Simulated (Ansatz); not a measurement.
Wanted: the native input for an Ansatz 0.2.0 run.

```
Task                                : band structure
Functional                          : PBE
Potentials or basis                 : Ansatz PAW
Cutoff                              : 420 eV (not typed: the program's choice for these potentials)
k mesh                              : 5 × 3 × 7
Occupations                         : fermi-dirac, width 0.05 eV
Spin                                : no spin polarisation
Path                                : [["G", "X", "S", "Y", "G", "Z", "U", "R", "T", "Z"], ["Y", "T"], ["U", "X"], ["S", "R"]]
Points for each segment of the path : 10
```

Crystal: Al2O3.

```
Al O
1.0
     4.61378    0.00000    0.00000
     0.00000    9.56328    0.00000
     0.00000    0.00000    3.11986
Al O
4 6
Cartesian
  4.5352 7.8856 0.0000
  0.0785 1.6777 0.0000
  2.2283 6.4593 1.5599
  2.3854 3.1040 1.5599
  2.3069 4.7816 1.5599
  0.5704 7.2016 1.5599
  1.7365 2.4200 0.0000
  2.8773 7.1433 0.0000
  0.0000 0.0000 0.0000
  4.0434 2.3617 1.5599
```

Measurements of this composition are mostly on another form, of space group No. 167.

The input as run:

input.yaml

```yaml
crystal:
  lattice:
    - [4.613777, 0.0, 0.0]
    - [0.0, 9.563279, 0.0]
    - [0.0, 0.0, 3.119862]
  atoms:
    - { symbol: Al, position: [0.982975, 0.824573, 0.0] }
    - { symbol: Al, position: [0.017025, 0.175427, 0.0] }
    - { symbol: Al, position: [0.482975, 0.675427, 0.5] }
    - { symbol: Al, position: [0.517025, 0.324573, 0.5] }
    - { symbol: O, position: [0.5, 0.5, 0.5] }
    - { symbol: O, position: [0.123635, 0.75305, 0.5] }
    - { symbol: O, position: [0.376365, 0.25305, 0.0] }
    - { symbol: O, position: [0.623635, 0.74695, 0.0] }
    - { symbol: O, position: [0.0, 0.0, 0.0] }
    - { symbol: O, position: [0.876365, 0.24695, 0.5] }
hamiltonian:
  xc: pbe
  pseudopotentials: { kind: paw }
kpoints:
  mp_grid: { grid: [5, 3, 7] }
  band_path:
    path:
      - [[0.0, 0.0, 0.0], [0.0, 0.0, 0.5], [0.5, 0.0, 0.5], [0.5, 0.0, 0.0], [0.0, 0.0, 0.0], [0.0, 0.5, 0.0], [0.0, 0.5, 0.5], [0.5, 0.5, 0.5], [0.5, 0.5, 0.0], [0.0, 0.5, 0.0]]
      - [[0.5, 0.0, 0.0], [0.5, 0.5, 0.0]]
      - [[0.0, 0.5, 0.5], [0.0, 0.0, 0.5]]
      - [[0.5, 0.0, 0.5], [0.5, 0.5, 0.5]]
    npoints: 10
scf:
  occupations: { method: fermi_dirac, width: 0.05 }
  n_extra_bands: 25
output:
  forces: true
  stress: true
  eigenvalues: true
  fatbands: false
```

Potentials or basis: Ansatz PAW.

Command:

```bash
$ ansatz run input.yaml --threads 4 --pin off --max-ram 11264MiB --backend cpu --events-out ev --progress --plain --runs-dir out
```

Results of the run:

```yaml
Pressure: 0.0 GPa
Largest_force: 0.190 eV/Å
Band_gap_on_the_k_mesh: 3.52 eV, direct
Band_gap_along_the_path: 3.52 eV, direct
```

Caveat: the pressure holds a Pulay correction of +0.5 GPa for the finite cutoff.

Wall time 8.4 s on 4 threads of Arm Neoverse V2, on a shared host, peak memory 0.64 GiB.
